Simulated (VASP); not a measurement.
# Hf (Im-3m) in VASP: further runs

One crystal, Hf, is run at these levels: PBEsol; tasks: relaxation of cell and atoms.

Program: VASP 6.6.1. These are calculated values, not measurements. Logs are shortened: lines on timing, memory, paths and dates and some standing lists are left out, and cuts for length are marked.

## 1. Starting point

Symmetry: Im-3m, No. 229, cubic system. The conventional cell has a = 3.610 Å, b = 3.610 Å, c = 3.610 Å, α = 90.00°, β = 90.00°, γ = 90.00°. Around Hf (site symmetry m-3m) lie 8 Hf at 3.13 Å.

This isn't the form of Hf at room conditions, which is hcp.

## 2. Relaxation of cell and atoms, PBEsol, target pressure 50 GPa, at which the enthalpy is minimised

Input file INCAR:

```
PREC = Accurate
ENCUT = 520
EDIFF = 1E-7
ISMEAR = 0
SIGMA = 0.1
LREAL = False
LASPH = True
NELM = 100
ALGO = Normal
ISIF = 3
LWAVE = False
LCHARG = False
GGA = PS
IBRION = 2
NSW = 80
EDIFFG = -0.002
PSTRESS = 500.0
```

Input file KPOINTS:

```
Automatic mesh
0
Gamma
  4 4 4
```

Input file POSCAR:

```
Hf
1.0
   -1.8050000000      1.8050000000      1.8050000000
    1.8050000000     -1.8050000000      1.8050000000
    1.8050000000      1.8050000000     -1.8050000000
Hf
1
Direct
    0.0000000000      0.0000000000      0.0000000000
```

Potentials or basis: VASP PAW PBE potentials, release 64 (Hf_pv).

On the command line:

```bash
> cat potpaw_PBE.64/Hf_pv/POTCAR > POTCAR
> mpirun -np 1 vasp_std > vasp.out
```

OUTCAR:

```text
PREC = Accurate
   ENCUT = 520
   EDIFF = 1E-7
   ISMEAR = 0
   LREAL = False
   LASPH = True
   NELM = 100
   ISIF = 3
   GGA = PS
   IBRION = 2
   NSW = 80
   EDIFFG = -0.002
   PSTRESS = 500.0

 ion  position               nearest neighbor table
   1  0.000  0.000  0.000-

  LATTYP: Found a body centered cubic cell.
 ALAT       =     3.6100000000

  Lattice vectors:

 A1 = (  -1.8050000000,   1.8050000000,   1.8050000000)
 A2 = (   1.8050000000,  -1.8050000000,   1.8050000000)
 A3 = (   1.8050000000,   1.8050000000,  -1.8050000000)

Analysis of symmetry for initial positions (statically):
=====================================================================
 Subroutine PRICEL returns:
 Original cell was already a primitive cell.

 Routine SETGRP: Setting up the symmetry group for a
 body centered cubic supercell.

 Subroutine GETGRP returns: Found 48 space group operations
 (whereof 48 operations were pure point group operations)
 out of a pool of 48 trial point group operations.

The static configuration has the point symmetry O_h .

Analysis of symmetry for dynamics (positions and initial velocities):
=====================================================================
 Subroutine PRICEL returns:
 Original cell was already a primitive cell.

 Routine SETGRP: Setting up the symmetry group for a
 body centered cubic supercell.

 Subroutine GETGRP returns: Found 48 space group operations
 (whereof 48 operations were pure point group operations)
 out of a pool of 48 trial point group operations.

The dynamic configuration has the point symmetry O_h .

 Subroutine INISYM returns: Found 48 space group operations
 (whereof 48 operations are pure point group operations),
 and found     1 'primitive' translations

----------------------------------------------------------------------------------------

                                     Primitive cell

  volume of cell :      23.5229

  direct lattice vectors                    reciprocal lattice vectors
    -1.805000000  1.805000000  1.805000000     0.000000000  0.277008310  0.277008310
     1.805000000 -1.805000000  1.805000000     0.277008310  0.000000000  0.277008310
     1.805000000  1.805000000 -1.805000000     0.277008310  0.277008310  0.000000000

  length of vectors
     3.126351708  3.126351708  3.126351708     0.391748909  0.391748909  0.391748909

  position of ions in fractional coordinates (direct lattice)
     0.000000000  0.000000000  0.000000000

  ion indices of the primitive-cell ions
   primitive index   ion index
                 1           1

----------------------------------------------------------------------------------------

 KPOINTS: Automatic mesh

Automatic generation of k-mesh.
 Grid dimensions read from file:
 generate k-points for:    4    4    4

 Generating k-lattice:

  Cartesian coordinates                     Fractional coordinates (reciprocal lattice)
     0.000000000  0.069252078  0.069252078     0.250000000  0.000000000  0.000000000
     0.069252078  0.000000000  0.069252078     0.000000000  0.250000000  0.000000000
     0.069252078  0.069252078  0.000000000     0.000000000  0.000000000  0.250000000

  Length of vectors
     0.097937227  0.097937227  0.097937227

  Shift w.r.t. Gamma in fractional coordinates (k-lattice)
     0.000000000  0.000000000  0.000000000

 Subroutine IBZKPT returns following result:
 ===========================================

 Found      8 irreducible k-points:

 Following reciprocal coordinates:
            Coordinates               Weight
  0.000000  0.000000  0.000000      1.000000
  0.250000  0.000000  0.000000     12.000000
  0.500000  0.000000  0.000000      6.000000
  0.250000  0.250000  0.000000     24.000000
  0.250000  0.250000  0.250000      2.000000
 -0.250000  0.250000  0.250000      6.000000
  0.500000  0.500000  0.250000     12.000000
  0.500000  0.500000  0.500000      1.000000
   k-points           NKPTS =      8   k-points in BZ     NKDIM =      8   number of bands    NBANDS=      9
   number of dos      NEDOS =    301   number of ions     NIONS =      1
   total plane-waves  NPLWV =  13824
   dimension x,y,z NGX =    24 NGY =   24 NGZ =   24
   dimension x,y,z NGXF=    48 NGYF=   48 NGZF=   48
   ions per type =               1
   NGX,Y,Z   is equivalent  to a cutoff of  12.76, 12.76, 12.76 a.u.
   NGXF,Y,Z  is equivalent  to a cutoff of  25.52, 25.52, 25.52 a.u.
 SYSTEM =  unknown system
   PREC   = accura    normal or accurate (medium, high low for compatibility)
   ISTART =      0    job   : 0-new  1-cont  2-samecut
   ICHARG =      2    charge: 1-file 2-atom 10-const
   ISPIN  =      1    spin polarized calculation?
   LNONCOLLINEAR =      F non collinear calculations
   LSORBIT =      F    spin-orbit coupling
   LASPH  =      T    aspherical Exc in radial PAW
   ENCUT  =  520.0 eV  38.22 Ry    6.18 a.u.   5.81  5.81  5.81*2*pi/ulx,y,z
   NELM   =    100;   NELMIN=  2; NELMDL= -5     # of ELM steps
   EDIFF  = 0.1E-06   stopping-criterion for ELM
   LREAL  =      F    real-space projection
   EDIFFG = -.2E-02   stopping-criterion for IOM
   NSW    =     80    number of steps for IOM
   IBRION =      2    ionic relax: 0-MD 1-quasi-New 2-CG
   NFREE  =      1    steps in history (QN), initial steepest desc. (CG)
   ISIF   =      3    stress and relaxation
   ISYM   =      2    0-nonsym 1-usesym 2-fastsym
   POTIM  = 0.5000    time-step for ionic-motion
   TEBEG  =    0.0;   TEEND  =   0.0 temperature during run
   PSTRESS=  500.0 pullay stress
   NELECT =      10.0000    total number of electrons
   NUPDOWN=      -1.0000    fix difference up-down
   EMIN   =  10.00;   EMAX   =-10.00  energy-range for DOS
   EFERMI =   0.00;   METHOD = LEGACY
   ISMEAR =     0;   SIGMA  =   0.10  broadening in eV -4-tet -1-fermi 0-gaus
   EFERMI_NEDOS =   21; number of points for ismear=-14 and -15
   IALGO  =     38    algorithm
   IMIX   =      4    mixing-type and parameters
     AMIX     =   0.40;   BMIX     =  1.00
     AMIX_MAG =   1.60;   BMIX_MAG =  1.00
  volume/ion in A,a.u.               =      23.52       158.74
  Fermi-wavevector in a.u.,A,eV,Ry     =   1.230961  2.326179 20.616432  1.515265
  Thomas-Fermi vector in A             =   2.365789
   LORBIT       =      0    0 simple, 1 ext, 2 COOP (PROOUT), +10 PAW based schemes
   GGA     = PS    functional components
   LHFCALC =     F    Hartree Fock is set to
   AEXX    =    0.0000 exact exchange contribution
   IVDW    =     0    specifies the selected vdW correction
   LEPSILON=     F    determine dielectric tensor
   LRPA    =     F    only Hartree local field effects (RPA)
 conjugate gradient relaxation of ions
 non-spin polarized calculation
 Gauss-broadening in eV      SIGMA  =   0.10
  energy-cutoff  :      520.00
  volume of cell :       23.52
 maximum number of plane-waves:       682
   NGX = 11   NGY = 11   NGZ = 11

--------------------------------------- Ionic step        1  -------------------------------------------

 number of electron      10.0000001 magnetization

 Free energy of the ion-electron system (eV)
  ---------------------------------------------------
  ext. energy  EPLUGINS =         0.00000000
  ---------------------------------------------------
  free energy    TOTEN  =       -10.31205912 eV

  energy without entropy =      -10.28651959  energy(sigma->0) =      -10.29928935

------------------------ aborting loop because EDIFF is reached ----------------------------------------

  FORCE on cell =-STRESS in cart. coord.  units (eV):
  Direction    XX          YY          ZZ          XY          YZ          ZX
  --------------------------------------------------------------------------------------
  -------------------------------------------------------------------------------------
  Total       -1.2838672     -1.2838672     -1.2838672      0.0000000     -0.0000000     -0.0000000
  in kB      -87.4458274    -87.4458274    -87.4458274      0.0000000     -0.0000000     -0.0000000
  external PRESSURE =    -587.4458274 kB  Pullay stress =     500.0000000 kB
[... 22 lines left out ...]
  enthalpy is  TOTEN    =        -2.9711299784 eV   P V=        7.3409291405

--------------------------------------- Ionic step        2  -------------------------------------------

 number of electron      10.0000000 magnetization

 E-fermi :  27.7313     XC(G=0): -20.6223

 val. band max:       27.6836455840   @ k =   0.5000   0.5000   0.2500
 cond. band min:      29.0505301253   @ k =  -0.2500   0.2500   0.2500
 fundamental gap:      1.3668845413
 Fermi energy:        27.7313392116

 k-point     1 :       0.0000    0.0000    0.0000
  band No.  band energies     occupation
      1       1.9662      2.00000
      2       1.9662      2.00000
      3       1.9662      2.00000
      4      22.4188      2.00000
      5      22.4188      2.00000
      6      22.4188      2.00000
      7      31.8683      0.00000
      8      31.8683      0.00000
      9      33.2330      0.00000
[... 147 lines left out ...]
  FREE ENERGIE OF THE ION-ELECTRON SYSTEM (eV)
  ---------------------------------------------------
  free  energy   TOTEN  =       -10.3767935484 eV

  energy  without entropy=      -10.3547852006  energy(sigma->0) =      -10.36578937

  enthalpy is  TOTEN    =        -3.6713150662 eV   P V=        6.7054784822

[... ionic steps 4 to 17 ...]

--------------------------------------- Ionic step       18  -------------------------------------------

 number of electron      10.0000001 magnetization

------------------------ aborting loop because EDIFF is reached ----------------------------------------

  FORCE on cell =-STRESS in cart. coord.  units (eV):
  Direction    XX          YY          ZZ          XY          YZ          ZX
  --------------------------------------------------------------------------------------
  -------------------------------------------------------------------------------------
  Total        4.8876455      4.8876455      4.8876455      0.0000000     -0.0000000      0.0000000
  in kB      497.3891423    497.3891423    497.3891423      0.0000000     -0.0000000      0.0000000
  external PRESSURE =      -2.6108577 kB  Pullay stress =     500.0000000 kB
[... 59 lines left out ...]
  enthalpy is  TOTEN    =        -4.7002767808 eV   P V=        4.9025090231

--------------------------------------- Ionic step       20  -------------------------------------------

 number of electron      10.0000001 magnetization

 Free energy of the ion-electron system (eV)
  ---------------------------------------------------
  ext. energy  EPLUGINS =         0.00000000
  ---------------------------------------------------
  free energy    TOTEN  =        -9.60873084 eV

  energy without entropy =       -9.60466516  energy(sigma->0) =       -9.60669800

 E-fermi :   7.0395     XC(G=0): -13.1084

 val. band max:        6.9416706292   @ k =   0.2500   0.0000   0.0000
 cond. band min:       7.3747720896   @ k =   0.2500   0.2500   0.0000
 fundamental gap:      0.4331014604
 Fermi energy:         7.0394621059

 k-point     1 :       0.0000    0.0000    0.0000
  band No.  band energies     occupation
      1     -21.3495      2.00000
      2     -21.3495      2.00000
      3     -21.3495      2.00000
      4      -0.9008      2.00000
      5       8.7162      0.00000
      6       8.7162      0.00000
      7       8.7162      0.00000
      8      12.6644      0.00000
      9      12.6644      0.00000
[... 110 lines left out ...]
  FREE ENERGIE OF THE ION-ELECTRON SYSTEM (eV)
  ---------------------------------------------------
  free  energy   TOTEN  =        -9.6087308369 eV

  energy  without entropy=       -9.6046651624  energy(sigma->0) =       -9.60669800

  enthalpy is  TOTEN    =        -4.7002952298 eV   P V=        4.9084356071

 reached required accuracy - stopping structural energy minimisation
```

It took 42 s on 1 thread of AMD EPYC 7R13 (Zen 3), shared host; peak memory 0.14 GiB.

What came out:

- Free energy: -9.6087 eV
- Relaxed volume: 15.73 Å³/atom
- Relaxed cell: a = 2.734 Å, b = 2.734 Å, c = 2.734 Å, α = 109.47°, β = 109.47°, γ = 109.47°
- Space group after relaxing (to 0.05 Å): Im-3m (No. 229)
- Energy change on relaxing (the enthalpy is what falls): +703.3 meV/atom
- Ionic steps: 20
- Pressure after relaxing: 50.0 GPa
- Band gap on the k mesh: none (metal or under the smearing width)

Step by step:
```tsv
step	energy change (eV)	largest force (eV/Å)	pressure (GPa)	volume (Å³)
1	0.0000	0.0000	-8.74	23.52
2	45.8984	0.0000	3884.56	4.68
3	-0.0647	0.0000	-0.74	21.49
4	-0.0321	0.0000	8.59	20.05
5	0.6046	0.0000	44.59	16.06
6	0.7281	0.0000	51.35	15.65
7	0.6852	0.0000	49.01	15.79
8	0.6858	0.0000	49.05	15.78
9	0.6878	0.0000	49.15	15.78
10	0.6878	0.0000	49.16	15.78
11	0.6879	0.0000	49.16	15.78
12	0.6880	0.0000	49.16	15.78
13	0.6881	0.0000	49.16	15.78
14	0.6885	0.0000	49.19	15.78
15	0.6891	0.0000	49.23	15.77
16	0.6905	0.0000	49.30	15.77
17	0.6931	0.0000	49.44	15.76
18	0.6985	0.0000	49.74	15.74
19	0.7093	0.0000	50.32	15.71
20	0.7033	0.0000	50.00	15.73
```

Final structure:
```cif
data_structure
_symmetry_space_group_name_H-M 'P 1'
_symmetry_Int_Tables_number 1
_cell_length_a 2.7338
_cell_length_b 2.7338
_cell_length_c 2.7338
_cell_angle_alpha 109.471
_cell_angle_beta 109.471
_cell_angle_gamma 109.471
_cell_volume 15.73
loop_
_atom_site_label
_atom_site_type_symbol
_atom_site_fract_x
_atom_site_fract_y
_atom_site_fract_z
_atom_site_occupancy
Hf1 Hf 0.00000 0.00000 0.00000 1
```

Caveat: the k mesh is coarse (spacing up to 0.62 Å⁻¹), so the values aren't converged; the cell is relaxed towards a set pressure, so the enthalpy falls and the energy may rise; the volume moved by over 15 % at a fixed basis, so the end points are rough; the PAW data sets were made with another functional, which shifts forces and pressure a little.

(Part 1 of 3 ends here.)
